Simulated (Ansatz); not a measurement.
Crystal: Si2W.

```
CELL_PARAMETERS angstrom
-1.60690 1.60690 3.91495
1.60690 -1.60690 3.91495
1.60690 1.60690 -3.91495
ATOMIC_POSITIONS crystal
W 0.00000 0.00000 0.00000
Si 0.66530 0.66530 0.00000
Si 0.33470 0.33470 0.00000
```

Base run:

- Program: Ansatz 0.2.0
- Functional: PBEsol
- Potentials or basis: all-electron LAPW, scalar-relativistic
- Cutoff: 218 eV (chosen from the basis error)
- Basis error allowed: 0.002 eV/atom
- k mesh: 12 × 12 × 12
- Occupations: fermi-dirac, width 0.05 eV
- Spin: no spin polarisation

Its results: band gap on the k mesh none (metal or under the smearing width); pressure -2.0 GPa; largest force 0.019 eV/Å.

Question: The run is repeated on the same cell with these changes: hubbard terms from none to W d U = 4 eV. What comes out?

Answer: Band gap on the k mesh none (metal or under the smearing width); pressure -2.8 GPa; largest force 0.233 eV/Å.

Caveats: the density of states is complete only up to the lowest level of the last band computed; U is the effective U less J, on atomic orbitals that reach past the spheres (some runs); U without spin polarisation on a metal has little footing (some runs); the U is typed as a test and isn't derived for this compound (some runs).
